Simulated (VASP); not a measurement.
# Sc (P6_3/mmc) in VASP: settings compared

One crystal, Sc, is run at these levels: PBE, LDA; tasks: relaxation of cell and atoms.

All numbers are computed with VASP 6.6.1; they aren't measurements. Logs are shortened: lines on timing, memory, paths and dates and some standing lists are left out, and cuts for length are marked.

### 1 The structure

Symmetry: P6_3/mmc, No. 194, hexagonal system. Conventional cell: a = 3.309 Å, b = 3.309 Å, c = 5.273 Å, α = 90.00°, β = 90.00°, γ = 120.00°. Around Sc (site symmetry -6m2) lie 12 Sc at 3.26 to 3.31 Å.

### 2 Relaxation of cell and atoms, PBE

The input, INCAR:

```
SYSTEM = Sc
PREC = Accurate
ENCUT = 600
EDIFF = 1E-6
ISMEAR = 1
SIGMA = 0.1
LREAL = .FALSE.
LASPH = .TRUE.
NELM = 80
ALGO = Normal
ISIF = 3
LWAVE = .FALSE.
LCHARG = .FALSE.
GGA = PE
IBRION = 2
NSW = 90
EDIFFG = -0.01
```

The input, KPOINTS:

```
regular mesh
0
G
  15 15 8
  0 0 0
```

The input, POSCAR:

```
Sc
1.0
    3.3090000000      0.0000000000      0.0000000000
   -1.6545000000      2.8656780611      0.0000000000
    0.0000000000      0.0000000000      5.2733000000
Sc
2
Direct
    0.3333333333      0.6666666667      0.2500000000
    0.6666666667      0.3333333333      0.7500000000
```

Potentials or basis: VASP PAW PBE potentials, release 64 (Sc_sv).

Launch:

```bash
cat potpaw_PBE.64/Sc_sv/POTCAR > POTCAR
mpirun -np 1 vasp_std > vasp.out
```

OUTCAR:

```text
SYSTEM = Sc
   PREC = Accurate
   ENCUT = 600
   EDIFF = 1E-6
   ISMEAR = 1
   LREAL = .FALSE.
   LASPH = .TRUE.
   NELM = 80
   ISIF = 3
   GGA = PE
   IBRION = 2
   NSW = 90
   EDIFFG = -0.01

 ion  position               nearest neighbor table
   1  0.333  0.667  0.250-   2 3.26   2 3.26   2 3.26   2 3.26   2 3.26   2 3.26
   2  0.667  0.333  0.750-   1 3.26   1 3.26   1 3.26   1 3.26   1 3.26   1 3.26

  LATTYP: Found a hexagonal cell.
 ALAT       =     3.3090000000
 C/A-ratio  =     1.5936234512

  Lattice vectors:

 A1 = (   3.3090000000,   0.0000000000,   0.0000000000)
 A2 = (  -1.6545000000,   2.8656780611,   0.0000000000)
 A3 = (   0.0000000000,   0.0000000000,   5.2733000000)

Analysis of symmetry for initial positions (statically):
=====================================================================
 Subroutine PRICEL returns:
 Original cell was already a primitive cell.

 Routine SETGRP: Setting up the symmetry group for a
 hexagonal supercell.

 Subroutine GETGRP returns: Found 24 space group operations
 (whereof 12 operations were pure point group operations)
 out of a pool of 24 trial point group operations.

The static configuration has the point symmetry D_3d.
 The point group associated with its full space group is D_6h.

Analysis of symmetry for dynamics (positions and initial velocities):
=====================================================================
 Subroutine PRICEL returns:
 Original cell was already a primitive cell.

 Routine SETGRP: Setting up the symmetry group for a
 hexagonal supercell.

 Subroutine GETGRP returns: Found 24 space group operations
 (whereof 12 operations were pure point group operations)
 out of a pool of 24 trial point group operations.

The dynamic configuration has the point symmetry D_3d.
 The point group associated with its full space group is D_6h.

 Subroutine INISYM returns: Found 24 space group operations
 (whereof 12 operations are pure point group operations),
 and found     1 'primitive' translations

----------------------------------------------------------------------------------------

                                     Primitive cell

  volume of cell :      50.0042

  direct lattice vectors                    reciprocal lattice vectors
     3.309000000  0.000000000  0.000000000     0.302206105  0.174478776  0.000000000
    -1.654500000  2.865678061  0.000000000     0.000000000  0.348957552  0.000000000
     0.000000000  0.000000000  5.273300000     0.000000000  0.000000000  0.189634574

  length of vectors
     3.309000000  3.309000000  5.273300000     0.348957552  0.348957552  0.189634574

  position of ions in fractional coordinates (direct lattice)
     0.333333333  0.666666667  0.250000000
     0.666666667  0.333333333  0.750000000

  ion indices of the primitive-cell ions
   primitive index   ion index
                 1           1
                 2           2

----------------------------------------------------------------------------------------

 KPOINTS: regular mesh

Automatic generation of k-mesh.
 Grid dimensions read from file:
 generate k-points for:   15   15    8

 Generating k-lattice:

  Cartesian coordinates                     Fractional coordinates (reciprocal lattice)
     0.020147074  0.011631918  0.000000000     0.066666667  0.000000000  0.000000000
     0.000000000  0.023263837  0.000000000     0.000000000  0.066666667  0.000000000
     0.000000000  0.000000000  0.023704322     0.000000000  0.000000000  0.125000000

  Length of vectors
     0.023263837  0.023263837  0.023704322

  Shift w.r.t. Gamma in fractional coordinates (k-lattice)
     0.000000000  0.000000000  0.000000000

 Subroutine IBZKPT returns following result:
 ===========================================

 Found    135 irreducible k-points:

 Following reciprocal coordinates:
            Coordinates               Weight
  0.000000  0.000000  0.000000      1.000000
  0.066667 -0.000000  0.000000      6.000000
  0.133333  0.000000  0.000000      6.000000
  0.200000 -0.000000  0.000000      6.000000
  0.266667  0.000000  0.000000      6.000000
  0.333333  0.000000  0.000000      6.000000
[... 16 lines left out ...]
  0.333333  0.200000  0.000000     12.000000
  0.400000  0.200000  0.000000      6.000000
 [... further k-points ...]
   k-points           NKPTS =    135   k-points in BZ     NKDIM =    135   number of bands    NBANDS=     15
   number of dos      NEDOS =    301   number of ions     NIONS =      2
   total plane-waves  NPLWV =  32928
   dimension x,y,z NGX =    28 NGY =   28 NGZ =   42
   dimension x,y,z NGXF=    56 NGYF=   56 NGZF=   84
   ions per type =               2
   NGX,Y,Z   is equivalent  to a cutoff of  14.07, 14.07, 13.24 a.u.
   NGXF,Y,Z  is equivalent  to a cutoff of  28.13, 28.13, 26.48 a.u.
 SYSTEM =  Sc
   PREC   = accura    normal or accurate (medium, high low for compatibility)
   ISTART =      0    job   : 0-new  1-cont  2-samecut
   ICHARG =      2    charge: 1-file 2-atom 10-const
   ISPIN  =      1    spin polarized calculation?
   LNONCOLLINEAR =      F non collinear calculations
   LSORBIT =      F    spin-orbit coupling
   LASPH  =      T    aspherical Exc in radial PAW
   ENCUT  =  600.0 eV  44.10 Ry    6.64 a.u.   6.61  6.61 10.53*2*pi/ulx,y,z
   NELM   =     80;   NELMIN=  2; NELMDL= -5     # of ELM steps
   EDIFF  = 0.1E-05   stopping-criterion for ELM
   LREAL  =      F    real-space projection
   EDIFFG = -.1E-01   stopping-criterion for IOM
   NSW    =     90    number of steps for IOM
   IBRION =      2    ionic relax: 0-MD 1-quasi-New 2-CG
   NFREE  =      1    steps in history (QN), initial steepest desc. (CG)
   ISIF   =      3    stress and relaxation
   ISYM   =      2    0-nonsym 1-usesym 2-fastsym
   POTIM  = 0.5000    time-step for ionic-motion
   TEBEG  =    0.0;   TEEND  =   0.0 temperature during run
   PSTRESS=    0.0 pullay stress
   NELECT =      22.0000    total number of electrons
   NUPDOWN=      -1.0000    fix difference up-down
   EMIN   =  10.00;   EMAX   =-10.00  energy-range for DOS
   EFERMI =   0.00;   METHOD = LEGACY
   ISMEAR =     1;   SIGMA  =   0.10  broadening in eV -4-tet -1-fermi 0-gaus
   EFERMI_NEDOS =   21; number of points for ismear=-14 and -15
   IALGO  =     38    algorithm
   IMIX   =      4    mixing-type and parameters
     AMIX     =   0.40;   BMIX     =  1.00
     AMIX_MAG =   1.60;   BMIX_MAG =  1.00
  volume/ion in A,a.u.               =      25.00       168.72
  Fermi-wavevector in a.u.,A,eV,Ry     =   1.245127  2.352948 21.093660  1.550340
  Thomas-Fermi vector in A             =   2.379363
   LORBIT       =      0    0 simple, 1 ext, 2 COOP (PROOUT), +10 PAW based schemes
   GGA     = PE    functional components
   LHFCALC =     F    Hartree Fock is set to
   AEXX    =    0.0000 exact exchange contribution
   IVDW    =     0    specifies the selected vdW correction
   LEPSILON=     F    determine dielectric tensor
   LRPA    =     F    only Hartree local field effects (RPA)
 conjugate gradient relaxation of ions
 non-spin polarized calculation
 Methfessel and Paxton  Order N= 1 SIGMA  =   0.10
  energy-cutoff  :      600.00
  volume of cell :       50.00
 maximum number of plane-waves:      1713
 NGX is ok and might be reduce to    28
   NGX = 13   NGY = 13   NGZ = 21

--------------------------------------- Ionic step        1  -------------------------------------------

 number of electron      22.0000001 magnetization

 Free energy of the ion-electron system (eV)
  ---------------------------------------------------
  ext. energy  EPLUGINS =         0.00000000
  ---------------------------------------------------
  free energy    TOTEN  =       -12.49170405 eV

  energy without entropy =      -12.49142708  energy(sigma->0) =      -12.49161172

------------------------ aborting loop because EDIFF is reached ----------------------------------------

  FORCE on cell =-STRESS in cart. coord.  units (eV):
  Direction    XX          YY          ZZ          XY          YZ          ZX
  --------------------------------------------------------------------------------------
  -------------------------------------------------------------------------------------
  Total       -0.0367445     -0.0367445     -0.5922923      0.0000000      0.0000000      0.0000000
  in kB       -1.1773236     -1.1773236    -18.9775455      0.0000000      0.0000000      0.0000000
  external PRESSURE =      -7.1107309 kB  Pullay stress =       0.0000000 kB
[... 129 lines left out ...]
  energy  without entropy=      -12.4988112552  energy(sigma->0) =      -12.49842281

--------------------------------------- Ionic step        5  -------------------------------------------

 number of electron      21.9999996 magnetization

 Free energy of the ion-electron system (eV)
  ---------------------------------------------------
  ext. energy  EPLUGINS =         0.00000000
  ---------------------------------------------------
  free energy    TOTEN  =       -12.49823527 eV

  energy without entropy =      -12.49881414  energy(sigma->0) =      -12.49842822

 E-fermi :   3.6828     XC(G=0):  -9.8791

 val. band max:        3.6819647947   @ k =   0.4000  -0.0000   0.2500
 cond. band min:       3.6870310655   @ k =   0.4667  -0.0000   0.3750
 fundamental gap:      0.0050662708
 Fermi energy:         3.6828118954

 k-point     1 :       0.0000    0.0000    0.0000
  band No.  band energies     occupation
      1     -45.7340      2.00000
      2     -45.6622      2.00000
      3     -24.5645      2.00000
      4     -24.2241      2.00000
      5     -24.2241      2.00000
      6     -24.1565      2.00000
      7     -24.1565      2.00000
      8     -24.1264      2.00000
      9      -1.4470      2.00000
     10       2.0523      2.00000
     11       4.3141     -0.00000
     12       5.2708     -0.00000
     13       5.2708     -0.00000
     14       5.5466     -0.00000
     15       5.7241      0.00000
[... 397 lines left out ...]
 k-point    24 :       0.4000    0.2000    0.0000
  band No.  band energies     occupation
      1     -45.6711      2.00000
      2     -45.6565      2.00000
      3     -24.4578      2.00000
      4     -24.3830      2.00000
      5     -24.3514      2.00000
      6     -24.3491      2.00000
      7     -24.2635      2.00000
      8     -24.2519      2.00000
      9       2.4918      2.00000
     10       2.9115      2.00000
     11       3.1327      2.00000
     12       3.2102      2.00000
     13       4.7720     -0.00000
     14       4.8504     -0.00000
     15       5.6861      0.00000

 [... further k-points ...]

------------------------ aborting loop because EDIFF is reached ----------------------------------------

  FORCE on cell =-STRESS in cart. coord.  units (eV):
  Direction    XX          YY          ZZ          XY          YZ          ZX
  --------------------------------------------------------------------------------------
  -------------------------------------------------------------------------------------
  Total        0.0036978      0.0036978      0.0085407      0.0000000      0.0000000     -0.0000000
  in kB        0.1202453      0.1202453      0.2777297      0.0000000      0.0000000     -0.0000000
  external PRESSURE =       0.1727401 kB  Pullay stress =       0.0000000 kB
[... 17 lines left out ...]
  FREE ENERGIE OF THE ION-ELECTRON SYSTEM (eV)
  ---------------------------------------------------
  free  energy   TOTEN  =       -12.4982352660 eV

  energy  without entropy=      -12.4988141351  energy(sigma->0) =      -12.49842822

 reached required accuracy - stopping structural energy minimisation
```

Run time: 2.4 min. Hardware: 1 thread of Intel Xeon 6975P-C (Granite Rapids), shared host; peak memory 0.25 GiB.

Results:

```
Free energy                            : -12.4982 eV
Relaxed volume                         : 24.63 Å³/atom
Relaxed cell                           : a = 3.321 Å, b = 3.321 Å, c = 5.159 Å, α = 90.00°, β = 90.00°, γ = 120.00°
Space group after relaxing (to 0.05 Å) : P6_3/mmc (No. 194)
Energy gained by relaxing              : 3.3 meV/atom
Ionic steps                            : 5
Pressure after relaxing                : 0.0 GPa
Band gap on the k mesh                 : none (metal or under the smearing width)
```

Step by step:
```
step  energy change (eV)  largest force (eV/Å)  pressure (GPa)  volume (Å³)
   1              0.0000                0.0000           -0.71        50.00
   2             -0.0053                0.0000            0.12        49.20
   3             -0.0056                0.0000            0.36        48.98
   4             -0.0065                0.0000            0.05        49.24
   5             -0.0065                0.0000            0.02        49.27
```

Final structure:
```cif
data_structure
_symmetry_space_group_name_H-M 'P 1'
_symmetry_Int_Tables_number 1
_cell_length_a 3.3208
_cell_length_b 3.3208
_cell_length_c 5.1589
_cell_angle_alpha 90.000
_cell_angle_beta 90.000
_cell_angle_gamma 120.000
_cell_volume 49.27
loop_
_atom_site_label
_atom_site_type_symbol
_atom_site_fract_x
_atom_site_fract_y
_atom_site_fract_z
_atom_site_occupancy
Sc1 Sc 0.33333 0.66667 0.25000 1
Sc2 Sc 0.66667 0.33333 0.75000 1
```

Levels at points of the mesh, in eV from the Fermi level:
```
           k point  band 9  band 10  band 11  band 12  band 13  band 14
(0.00, 0.00, 0.00)   -5.13    -1.63     0.63     1.59     1.59     1.86
(0.00, 0.00, 0.50)   -3.58    -3.58     0.99     0.99     1.50     1.50
```

### 3 Relaxation of cell and atoms, PBE

This run uses another cell than the first one, of 24.63 Å³/atom, 0.985 times its volume.

Edit INCAR of step 2 so:

```diff
@@ -3,3 +3,3 @@
 ENCUT = 600
-EDIFF = 1E-6
+EDIFF = 1E-7
 ISMEAR = 1
@@ -16,2 +16,2 @@
 NSW = 90
-EDIFFG = -0.01
+EDIFFG = -0.005
```

KPOINTS is that of step 2.

The input, POSCAR:

```
Sc                                      
1.0
    3.3208294660      0.0000000000      0.0000000000
   -1.6604147330      2.8759226792     -0.0000000000
    0.0000000000      0.0000000000      5.1588988037
  Sc            
     2
Direct
     0.3333333332999970    0.6666666667000030    0.2500000000000000
     0.6666666667000030    0.3333333332999970    0.7500000000000000
```

Potentials or basis: VASP PAW PBE potentials, release 64 (Sc_sv).

Launch:

```bash
cat potpaw_PBE.64/Sc_sv/POTCAR > POTCAR
mpirun -np 1 vasp_std > vasp.out
```

Wall time 51 s (1 thread of Intel Xeon 6975P-C (Granite Rapids), shared host); peak memory 0.25 GiB.

It converged, with:

```yaml
Free_energy: -12.4982 eV
Pressure_after_relaxing: 0.0 GPa
Band_gap_on_the_k_mesh: none (metal or under the smearing width)
```

Final structure:
```
CELL_PARAMETERS angstrom
3.32083 0.00000 0.00000
-1.66041 2.87592 0.00000
0.00000 0.00000 5.15890
ATOMIC_POSITIONS crystal
Sc 0.33333 0.66667 0.25000
Sc 0.66667 0.33333 0.75000
```

Levels at points of the mesh, in eV from the Fermi level:
```csv
k point,band 8,band 9,band 10,band 11,band 12,band 13,band 14,band 15
"(0.00, 0.00, 0.00)",-27.81,-5.13,-1.63,0.63,1.59,1.59,1.86,2.04
"(0.00, 0.00, 0.50)",-27.87,-3.58,-3.58,0.99,0.99,1.50,1.50,1.50
```

Caveat: the relaxation stopped at its first step, so nothing moved.

### 4 Relaxation of cell and atoms, LDA

The input, INCAR:

```
ALGO     = Normal         # electronic algorithm
EDIFF    = 1E-6           # SCF threshold, eV
EDIFFG   = -0.01          # ionic threshold
ENCUT    = 600            # plane-wave cutoff, eV
IBRION   = 2              # ionic algorithm
ISIF     = 3              # what is computed and relaxed
ISMEAR   = 1              # smearing method
LASPH    = True           # aspherical terms in the spheres
LCHARG   = False          # write CHGCAR
LREAL    = False          # projectors in reciprocal space
LWAVE    = False          # write WAVECAR
NELM     = 80             # most SCF steps
NSW      = 90             # ionic steps
PREC     = Accurate       # precision mode
SIGMA    = 0.1            # smearing width, eV
```

The input, KPOINTS:

```
k-points
0
Gamma
  15 15 8
```

The input, POSCAR:

```
Sc
1.0
    3.3090000000      0.0000000000      0.0000000000
   -1.6545000000      2.8656780611      0.0000000000
    0.0000000000      0.0000000000      5.2733000000
Sc
2
Direct
    0.3333333333      0.6666666667      0.2500000000
    0.6666666667      0.3333333333      0.7500000000
```

Potentials or basis: VASP PAW LDA potentials, release 64 (Sc_sv).

Launch:

```bash
cat potpaw_LDA.64/Sc_sv/POTCAR > POTCAR
mpirun -np 1 vasp_std > vasp.out
```

Wall time 3.3 min (1 thread of Intel Xeon 6975P-C (Granite Rapids), shared host); peak memory 0.24 GiB.

The run converged. Its results:

```yaml
Free_energy: -13.4502 eV
Relaxed_volume: 22.53 Å³/atom
Relaxed_cell: a = 3.232 Å, b = 3.232 Å, c = 4.983 Å, α = 90.00°, β = 90.00°, γ = 120.00°
Space_group_after_relaxing_to_0.05_Å: P6_3/mmc (No. 194)
Energy_gained_by_relaxing: 47.7 meV/atom
Ionic_steps: 9
Pressure_after_relaxing: 0.0 GPa
Band_gap_on_the_k_mesh: none (metal or under the smearing width)
```

The path:
| step | energy change (eV) | largest force (eV/Å) | pressure (GPa) | volume (Å³) |
| --- | --- | --- | --- | --- |
| 1 | 0.0000 | 0.0000 | -5.32 | 50.00 |
| 2 | -0.0896 | 0.0000 | 1.27 | 44.23 |
| 3 | -0.0924 | 0.0000 | 0.18 | 45.00 |
| 4 | -0.0923 | 0.0000 | 0.04 | 45.10 |
| 5 | -0.0948 | 0.0000 | -0.04 | 45.13 |
| 6 | -0.0953 | 0.0000 | -0.08 | 45.15 |
| 7 | -0.0953 | 0.0000 | -0.09 | 45.15 |
| 8 | -0.0953 | 0.0000 | -0.09 | 45.15 |
| 9 | -0.0953 | 0.0000 | 0.03 | 45.06 |

Final structure:
```cif
data_structure
_symmetry_space_group_name_H-M 'P 1'
_symmetry_Int_Tables_number 1
_cell_length_a 3.2316
_cell_length_b 3.2316
_cell_length_c 4.9827
_cell_angle_alpha 90.000
_cell_angle_beta 90.000
_cell_angle_gamma 120.000
_cell_volume 45.06
loop_
_atom_site_label
_atom_site_type_symbol
_atom_site_fract_x
_atom_site_fract_y
_atom_site_fract_z
_atom_site_occupancy
Sc1 Sc 0.33333 0.66667 0.25000 1
Sc2 Sc 0.66667 0.33333 0.75000 1
```

Levels at points of the mesh, in eV from the Fermi level:
```csv
k point,band 7,band 8,band 9,band 10,band 11,band 12,band 13,band 14,band 15
"(0.00, 0.00, 0.00)",-27.28,-27.24,-5.22,-1.75,1.02,1.64,1.64,2.00,2.16
"(0.00, 0.00, 0.50)",-27.33,-27.33,-3.55,-3.55,1.05,1.05,1.52,1.52,1.52
```

LDA usually gives volumes a few per cent too small. Zero-point motion and thermal expansion aren't in these numbers.
